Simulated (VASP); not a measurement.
# NaCl (Fm-3m) in VASP: further runs

One crystal, NaCl, is run at these levels: PBEsol; tasks: dielectric tensor, phonons.

Program: VASP 6.6.1. These are calculated values, not measurements. Logs are shortened: lines on timing, memory, paths and dates and some standing lists are left out, and cuts for length are marked.

**Experimental background.**

A printed reference work, textbook reports, for a bulk crystal of NaCl at 80 K: high-frequency dielectric constant 2.34.

The runs below are set against these values where they give the same quantity.

## (1) The crystal as given

Symmetry: Fm-3m, No. 225, cubic system. The conventional cell has a = 5.733 Å, b = 5.733 Å, c = 5.733 Å, α = 90.00°, β = 90.00°, γ = 90.00°. Around Na (site symmetry m-3m) lie 6 Cl at 2.87 Å. Cl (site symmetry m-3m) has 6 Na at 2.87 Å as nearest neighbours.

## (2) Dielectric tensor, PBEsol

INCAR

```
SYSTEM = NaCl
  PREC = Accurate
  ENCUT = 600
  EDIFF = 1E-8
  ISMEAR = 0
  SIGMA = 0.03
  LREAL = .FALSE.
  LASPH = .TRUE.
  NELM = 80
  ALGO = Fast
  ISIF = 2
  LWAVE = .FALSE.
  LCHARG = .FALSE.
  GGA = PS
  LEPSILON = .TRUE.
```

KPOINTS

```
regular mesh
0
Monkhorst
  14 14 14
  0 0 0
```

POSCAR

```
NaCl                                    
1.0
    0.0000000000      2.8662832466      2.8662832466
    2.8662832466     -0.0000000000      2.8662832466
    2.8662832466      2.8662832466      0.0000000000
  Na              Cl            
     1     1
Direct
     0.0000000000000000    0.0000000000000000    0.0000000000000000
     0.5000000000000000    0.5000000000000000    0.5000000000000000
```

Potentials or basis: VASP PAW PBE potentials, release 64 (Na_pv, Cl).

Started as:

```sh
cat potpaw_PBE.64/Na_pv/POTCAR potpaw_PBE.64/Cl/POTCAR > POTCAR
mpirun -np 1 vasp_std > vasp.out
```

OUTCAR:

```text
SYSTEM = NaCl
   PREC = Accurate
   ENCUT = 600
   EDIFF = 1E-8
   ISMEAR = 0
   LREAL = .FALSE.
   LASPH = .TRUE.
   NELM = 80
   ISIF = 2
   GGA = PS
   LEPSILON = .TRUE.

 ion  position               nearest neighbor table
   1  0.000  0.000  0.000-
   2  0.500  0.500  0.500-

  LATTYP: Found a face centered cubic cell.
 ALAT       =     5.7325664932

  Lattice vectors:

 A1 = (   0.0000000000,   2.8662832466,   2.8662832466)
 A2 = (   2.8662832466,   0.0000000000,   2.8662832466)
 A3 = (   2.8662832466,   2.8662832466,   0.0000000000)

Analysis of symmetry for initial positions (statically):
=====================================================================
 Subroutine PRICEL returns:
 Original cell was already a primitive cell.

 Routine SETGRP: Setting up the symmetry group for a
 face centered cubic supercell.

 Subroutine GETGRP returns: Found 48 space group operations
 (whereof 48 operations were pure point group operations)
 out of a pool of 48 trial point group operations.

The static configuration has the point symmetry O_h .

Analysis of symmetry for dynamics (positions and initial velocities):
=====================================================================
 Subroutine PRICEL returns:
 Original cell was already a primitive cell.

 Routine SETGRP: Setting up the symmetry group for a
 face centered cubic supercell.

 Subroutine GETGRP returns: Found 48 space group operations
 (whereof 48 operations were pure point group operations)
 out of a pool of 48 trial point group operations.

The dynamic configuration has the point symmetry O_h .

 Subroutine INISYM returns: Found 48 space group operations
 (whereof 48 operations are pure point group operations),
 and found     1 'primitive' translations

----------------------------------------------------------------------------------------

                                     Primitive cell

  volume of cell :      47.0964

  direct lattice vectors                    reciprocal lattice vectors
     0.000000000  2.866283247  2.866283247    -0.174441936  0.174441936  0.174441936
     2.866283247  0.000000000  2.866283247     0.174441936 -0.174441936  0.174441936
[... 490 lines left out ...]
 POSITION                                       TOTAL-FORCE (eV/Angst)
 -----------------------------------------------------------------------------------
      0.00000      0.00000      0.00000         0.000000      0.000000      0.000000
      2.86628      2.86628      2.86628         0.000000      0.000000      0.000000
 -----------------------------------------------------------------------------------
    total drift:                                0.000000     -0.000000      0.000000

  FREE ENERGIE OF THE ION-ELECTRON SYSTEM (eV)
  ---------------------------------------------------
  free  energy   TOTEN  =        -6.9837895292 eV

  energy  without entropy=       -6.9837895292  energy(sigma->0) =       -6.98378953

 HEAD OF MICROSCOPIC STATIC DIELECTRIC TENSOR (INDEPENDENT PARTICLE, excluding Hartree and local field effects)
 ------------------------------------------------------
           2.755862    -0.000000     0.000000
           0.000000     2.755862    -0.000000
          -0.000000     0.000000     2.755862
 ------------------------------------------------------

 Free energy of the ion-electron system (eV)
  ---------------------------------------------------
  ---------------------------------------------------
  free energy    TOTEN  =        -0.22150435 eV

  energy without entropy =       -0.22150435

------------------------ aborting loop because EDIFF is reached ----------------------------------------

--------------------------------------- Ionic step        2  -------------------------------------------

------------------------ aborting loop because EDIFF is reached ----------------------------------------

--------------------------------------- Ionic step        3  -------------------------------------------

 Free energy of the ion-electron system (eV)
  ---------------------------------------------------
  ---------------------------------------------------
  free energy    TOTEN  =        -0.22150435 eV

  energy without entropy =       -0.22150435

------------------------ aborting loop because EDIFF is reached ----------------------------------------

 PIEZOELECTRIC TENSOR FIELD DIRECTION 3  (e Angst)
 -----------------------------------------------------------------------------
    -0.00025  0.00000  0.00000           (  0.00000  0.00000  0.00000)
     0.00000 -0.00025  0.00000           (  0.00000  0.00000  0.00000)
     0.00000  0.00000 -0.00025           (  0.00000  0.00000  0.00000)

 PIEZOELECTRIC TENSOR FIELD DIRECTION 3  (C/m^2)
 -----------------------------------------------------------------------------
    -0.00008  0.00000  0.00000
     0.00000 -0.00008  0.00000
     0.00000  0.00000 -0.00009

 MACROSCOPIC STATIC DIELECTRIC TENSOR (including local field effects in DFT)
 ------------------------------------------------------
           2.506069     0.000000     0.000000
           0.000000     2.506069     0.000000
          -0.000000    -0.000000     2.506069
 ------------------------------------------------------

 PIEZOELECTRIC TENSOR (including local field effects)  for field in x, y, z        (e  Angst)
          XX          YY          ZZ          XY          YZ          ZX
  --------------------------------------------------------------------------------
  x     0.00000     0.00000     0.00000     0.00000     0.00000     0.00000
  y     0.00000     0.00000     0.00000     0.00000     0.00000     0.00000
  z     0.00000     0.00000     0.00000     0.00000     0.00000     0.00000

 PIEZOELECTRIC TENSOR (including local field effects)  for field in x, y, z        (C/m^2)
          XX          YY          ZZ          XY          YZ          ZX
  --------------------------------------------------------------------------------
  x     0.00000     0.00000     0.00000     0.00000     0.00000     0.00000
  y     0.00000     0.00000     0.00000     0.00000     0.00000     0.00000
  z     0.00000     0.00000     0.00000     0.00000     0.00000     0.00000

 BORN EFFECTIVE CHARGES (including local field effects) (in |e|, cummulative output)
 ---------------------------------------------------------------------------------
 ion    1
    1     1.10860     0.00000     0.00000
    2     0.00000     1.10860     0.00000
    3     0.00000     0.00000     1.10860
 ion    2
    1    -1.10860     0.00000     0.00000
    2     0.00000    -1.10860     0.00000
    3     0.00000     0.00000    -1.10860
```

OSZICAR:

```text
N       E                     dE             d eps       ncg     rms          rms(c)
DAV:   1     0.994998561362E+02    0.99500E+02   -0.78165E+03  6169   0.139E+03
DAV:   2     0.246097526830E+01   -0.97039E+02   -0.89886E+02  6990   0.288E+02
DAV:   3    -0.692325237206E+01   -0.93842E+01   -0.92867E+01  7427   0.871E+01
DAV:   4    -0.715222150601E+01   -0.22897E+00   -0.22865E+00  6978   0.147E+01
[... 12 lines left out ...]
RMM:   9    -0.221496046486E+00    0.24245E-05   -0.13498E-07 33614   0.369E-03    0.494E-04
RMM:  10    -0.221504624365E+00   -0.85779E-05    0.63811E-08 32047   0.106E-03    0.150E-04
RMM:  11    -0.221503964983E+00    0.65938E-06   -0.29974E-08 32739   0.464E-04    0.699E-05
RMM:  12    -0.221504319261E+00   -0.35428E-06    0.43914E-08 27822   0.196E-04    0.175E-05
RMM:  13    -0.221504351429E+00   -0.32168E-07   -0.33845E-08 18044   0.112E-04    0.643E-06
```

stdout:

```text
POSCAR found type information on POSCAR NaCl
 POSCAR found :  2 types and       2 ions
 scaLAPACK will be used
 -----------------------------------------------------------------------------
|                                                                             |
[... 47 lines left out ...]
 dielectric tensor                  component  3 :     0.002    -0.179     2.491
 Linear response to external field, progress :
  Direction:   1
 dielectric tensor                  component  1 :     2.506     0.023    -0.023
 Linear response to external field, progress :
  Direction:   2
 dielectric tensor                  component  2 :     0.023     2.506    -0.023
 Linear response to external field, progress :
  Direction:   3
 dielectric tensor                  component  3 :     0.036    -0.036     2.506
 Born effective charges drift removed
```

Run time: 18 min. Hardware: 1 thread of Intel Xeon Platinum 8375C at 2.90GHz (Ice Lake), shared host; peak memory 1.1 GiB.

Results:

* Electronic dielectric tensor (diagonal): 2.51
* Born charges (mean of the diagonal): Na +1.11; Cl -1.11 e

Levels at points of the mesh, in eV from the valence-band top:
```
           k point  band 5  band 6  band 7  band 8  band 9  band 10
(0.04, 0.04, 0.04)   -0.03    0.00    0.00    4.81   10.89    10.97
```

Electronic dielectric tensor:
```
2.51 0.00 0.00
0.00 2.51 0.00
0.00 0.00 2.51
```

Born effective charge tensors (e):
atom 1, Na
```
1.11 0.00 0.00
0.00 1.11 0.00
0.00 0.00 1.11
```
atom 2, Cl
```
-1.11  0.00  0.00
 0.00 -1.11  0.00
 0.00  0.00 -1.11
```

Caveat: the PAW data sets were made with another functional, which shifts forces and pressure a little.

## (3) Phonons, PBEsol, target pressure 1.5 GPa, at which the enthalpy is minimised

This run uses another cell than the first one, of 22.04 Å³/atom, 0.936 times its volume.

POSCAR

```
NaCl
1.0
   -0.0000000000      2.8038634506      2.8038634506
    2.8038634506     -0.0000000000      2.8038634506
    2.8038634506      2.8038634506     -0.0000000000
  Na              Cl
     1     1
Direct
     0.0000000000000000    0.0000000000000000    0.0000000000000000
     0.5000000000000000    0.5000000000000000    0.5000000000000000
```

INCAR.step1

```
SYSTEM = NaCl
  PREC = Accurate
  ENCUT = 600
  EDIFF = 1E-8
  ISMEAR = 0
  SIGMA = 0.03
  LREAL = .FALSE.
  LASPH = .TRUE.
  NELM = 80
  ALGO = Fast
  ISIF = 3
  LWAVE = .FALSE.
  LCHARG = .FALSE.
  GGA = PS
  PSTRESS = 15.0
  IBRION = 2
  NSW = 40
  EDIFFG = -0.002
```

INCAR.step2

```
SYSTEM = NaCl
  PREC = Accurate
  ENCUT = 600
  EDIFF = 1E-8
  ISMEAR = 0
  SIGMA = 0.03
  LREAL = .FALSE.
  LASPH = .TRUE.
  NELM = 80
  ALGO = Fast
  ISIF = 2
  LWAVE = .FALSE.
  LCHARG = .FALSE.
  GGA = PS
  PSTRESS = 15.0
  IBRION = 6
  NFREE = 2
  POTIM = 0.015
  NSW = 1
```

KPOINTS

```
regular mesh
0
G
  8 8 8
  0 0 0
```

Potentials or basis: VASP PAW PBE potentials, release 64 (Na_pv, Cl).

Started as:

```sh
cat potpaw_PBE.64/Na_pv/POTCAR potpaw_PBE.64/Cl/POTCAR > POTCAR
cp INCAR.step1 INCAR
mpirun -np 1 vasp_std > vasp.out
cp CONTCAR POSCAR
cp INCAR.step2 INCAR
mpirun -np 1 vasp_std > vasp.out
```

OUTCAR:

```text
SYSTEM = NaCl
   PREC = Accurate
   ENCUT = 600
   EDIFF = 1E-8
   ISMEAR = 0
   LREAL = .FALSE.
   LASPH = .TRUE.
   NELM = 80
   ISIF = 2
   GGA = PS
   PSTRESS = 15.0
   IBRION = 6
   NFREE = 2
   POTIM = 0.015
   NSW = 1

 ion  position               nearest neighbor table
[... 736 lines left out ...]
  --------------------------------------------------------------------------------
  x     0.00000     0.00000     0.00000     0.00000     0.00000     0.00000
  y     0.00000     0.00000     0.00000     0.00000     0.00000     0.00000
  z     0.00000     0.00000     0.00000     0.00000     0.00000     0.00000

 INTERNAL STRAIN TENSOR FOR ION    2 for displacements in x,y,z  (eV/Angst):
          X           Y           Z          XY          YZ          ZX
  --------------------------------------------------------------------------------
  x     0.00000     0.00000     0.00000     0.00000     0.00000     0.00000
  y     0.00000     0.00000     0.00000     0.00000     0.00000     0.00000
  z     0.00000     0.00000     0.00000     0.00000     0.00000     0.00000

 Eigenvectors and eigenvalues of the dynamical matrix
 ----------------------------------------------------

   1 f  =    5.675192 THz    35.658282 2PiTHz  189.304021 cm-1    23.470697 meV
             X         Y         Z           dx          dy          dz
      0.000000  0.000000  0.000000    -0.776957    0.000000    0.000000
      2.755024  2.755024  2.755024     0.629554    0.000000    0.000000
[... 21 lines left out ...]
   6 f/i=    0.017201 THz     0.108078 2PiTHz    0.573768 cm-1     0.071138 meV
             X         Y         Z           dx          dy          dz
      0.000000  0.000000  0.000000     0.000000   -0.629554    0.000000
      2.755024  2.755024  2.755024     0.000000   -0.776957    0.000000

 ELASTIC MODULI CONTR FROM IONIC RELAXATION (kBar)
 Direction    XX          YY          ZZ          XY          YZ          ZX
 --------------------------------------------------------------------------------
 XX           0.0000      0.0000      0.0000      0.0000      0.0000      0.0000
 YY           0.0000      0.0000      0.0000      0.0000      0.0000      0.0000
 ZZ           0.0000      0.0000      0.0000      0.0000      0.0000      0.0000
 XY           0.0000      0.0000      0.0000      0.0000      0.0000      0.0000
 YZ           0.0000      0.0000      0.0000      0.0000      0.0000      0.0000
 ZX           0.0000      0.0000      0.0000      0.0000      0.0000      0.0000
 --------------------------------------------------------------------------------
```

OUTCAR.step1:

```text
SYSTEM = NaCl
   PREC = Accurate
   ENCUT = 600
   EDIFF = 1E-8
   ISMEAR = 0
   LREAL = .FALSE.
   LASPH = .TRUE.
   NELM = 80
   ISIF = 3
[... 671 lines left out ...]
  -------------------------------------------------------------------------------------
  Total        0.3916935      0.3916935      0.3916935      0.0000000      0.0000000      0.0000000
  in kB       15.0055081     15.0055081     15.0055081      0.0000000      0.0000000      0.0000000
  external PRESSURE =       0.0055081 kB  Pullay stress =      15.0000000 kB
[... 21 lines left out ...]
  energy  without entropy=       -6.9888288114  energy(sigma->0) =       -6.98882881

  enthalpy is  TOTEN    =        -6.5972790857 eV   P V=        0.3915497256

 reached required accuracy - stopping structural energy minimisation
```

OSZICAR.step1:

```text
N       E                     dE             d eps       ncg     rms          rms(c)
DAV:   1     0.102347154709E+03    0.10235E+03   -0.78409E+03   644   0.145E+03
DAV:   2     0.186411677269E+01   -0.10048E+03   -0.94436E+02   731   0.295E+02
DAV:   3    -0.696113027430E+01   -0.88252E+01   -0.87619E+01   781   0.844E+01
[... 53 lines left out ...]
RMM:   5    -0.698882861004E+01    0.14580E-05   -0.21085E-06   709   0.146E-02    0.172E-03
RMM:   6    -0.698882866776E+01   -0.57721E-07   -0.63165E-07   791   0.740E-03    0.254E-03
RMM:   7    -0.698882882199E+01   -0.15423E-06   -0.16990E-07   605   0.427E-03    0.480E-04
RMM:   8    -0.698882880818E+01    0.13812E-07   -0.20181E-08   477   0.183E-03    0.284E-04
RMM:   9    -0.698882881136E+01   -0.31769E-08   -0.46164E-09   395   0.876E-04
   4 F= -.65972791E+01 E0= -.65972791E+01  d E =-.113650E-01
```

Wall time 2.2 min (1 thread of Intel Xeon Platinum 8375C at 2.90GHz (Ice Lake), shared host); peak memory 0.2 GiB.

Results:

```
Relaxed volume                                          : 20.91 Å³/atom
Relaxed cell                                            : a = 3.896 Å, b = 3.896 Å, c = 3.896 Å, α = 60.00°, β = 60.00°, γ = 60.00°
Space group after relaxing (to 0.05 Å)                  : Fm-3m (No. 225)
Highest phonon frequency at Γ, LO-TO splitting left out : 189 cm⁻¹
```

Step by step:
```tsv
step	energy change (eV)	largest force (eV/Å)	pressure (GPa)	volume (Å³)
1	0.0000	0.0000	-0.04	44.09
2	0.0031	0.0000	0.82	42.75
3	0.0093	0.0000	1.46	41.88
4	0.0098	0.0000	1.50	41.82
```

Final structure:
```cif
data_structure
_symmetry_space_group_name_H-M 'P 1'
_symmetry_Int_Tables_number 1
_cell_length_a 3.8962
_cell_length_b 3.8962
_cell_length_c 3.8962
_cell_angle_alpha 60.000
_cell_angle_beta 60.000
_cell_angle_gamma 60.000
_cell_volume 41.82
loop_
_atom_site_label
_atom_site_type_symbol
_atom_site_fract_x
_atom_site_fract_y
_atom_site_fract_z
_atom_site_occupancy
Na1 Na 0.00000 0.00000 0.00000 1
Cl1 Cl 0.50000 0.50000 0.50000 1
```

Phonon frequencies in cm⁻¹ (negative: imaginary):
```
              q point           frequencies
(0.000, 0.000, 0.000)  -1 -1 -1 189 189 189
```

Caveat: the PAW data sets were made with another functional, which shifts forces and pressure a little.

(Part 1 of 2 ends here.)
